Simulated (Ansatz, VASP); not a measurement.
Given: the input of a run of VASP 6.6.1 on Pt.

The input INCAR:

```
SYSTEM = Pt
ALGO     = Normal         ! electronic algorithm
EDIFF    = 1E-7           ! SCF threshold, eV
ENCUT    = 520            ! plane-wave cutoff, eV
GGA      = PS             ! functional
ISIF     = 2              ! what is computed and relaxed
ISMEAR   = -1             ! smearing method
LASPH    = .TRUE.         ! aspherical terms in the spheres
LCHARG   = .FALSE.        ! write CHGCAR
LREAL    = .FALSE.        ! projectors in reciprocal space
LWAVE    = .FALSE.        ! write WAVECAR
NBANDS   = 17             ! bands
NELM     = 60             ! most SCF steps
PREC     = Accurate       ! precision mode
SIGMA    = 0.05           ! smearing width, eV
```

The input KPOINTS:

```
k-points
0
G
  11 11 6
  0 0 0
```

POSCAR

```
Pt
1.0
    2.8148100603      0.0000000000      0.0000000000
   -1.4074050301      2.4376970190      0.0000000000
    0.0000000000      0.0000000000      4.8861212732
Pt
2
Direct
    0.3333333333      0.6666666667      0.2500000000
    0.6666666667      0.3333333333      0.7500000000
```

Potentials or basis: VASP PAW PBE potentials, release 64 (Pt).

Command:

```console
$ cat potpaw_PBE.64/Pt/POTCAR > POTCAR
$ mpirun -np 1 vasp_std > vasp.out
```

Task: Translate it to Ansatz 0.2.0. Potentials there: Ansatz PAW.

Result: As run (the cutoff follows the program's own potentials):

The input input.yaml:

```yaml
crystal:
  lattice:
    - [2.8148100603, 0.0, 0.0]
    - [-1.4074050301, 2.437697019, 0.0]
    - [0.0, 0.0, 4.8861212732]
  atoms:
    - { symbol: Pt, position: [0.3333333333, 0.6666666667, 0.25] }
    - { symbol: Pt, position: [0.6666666667, 0.3333333333, 0.75] }
hamiltonian:
  xc: pbesol
  pseudopotentials: { kind: paw }
kpoints:
  mp_grid: { grid: [11, 11, 6] }
scf:
  occupations: { method: fermi_dirac, width: 0.05 }
output:
  forces: true
  stress: true
  eigenvalues: true
```

Potentials or basis: Ansatz PAW.

Command:

```bash
$ ansatz run input.yaml --threads 1 --pin off --max-ram 3584MiB --backend cpu --events-out ev --progress --plain --runs-dir out
```

Both were run:

|  | VASP | Ansatz | Ansatz less VASP |
| --- | --- | --- | --- |
| gap on the k mesh at the Fermi level (eV) | none | none | - |
| pressure (GPa) | -21.9 | -21.5 | +0.33 |
| largest component of the traceless stress (GPa) | 0.55 | 0.64 | +0.092 |

A gap of «none» marks a metal or a gap that the smearing closes. The two sets of potentials don't hold the same shells in valence.

Caveats: the PAW data sets were made with another functional, which shifts forces and pressure a little (VASP); the PAW data sets come from PBE, with cores solved anew for the run's functional, which leaves a small shift of forces and pressure (Ansatz). Spin-orbit coupling is left out, which matters for the levels of Pt.
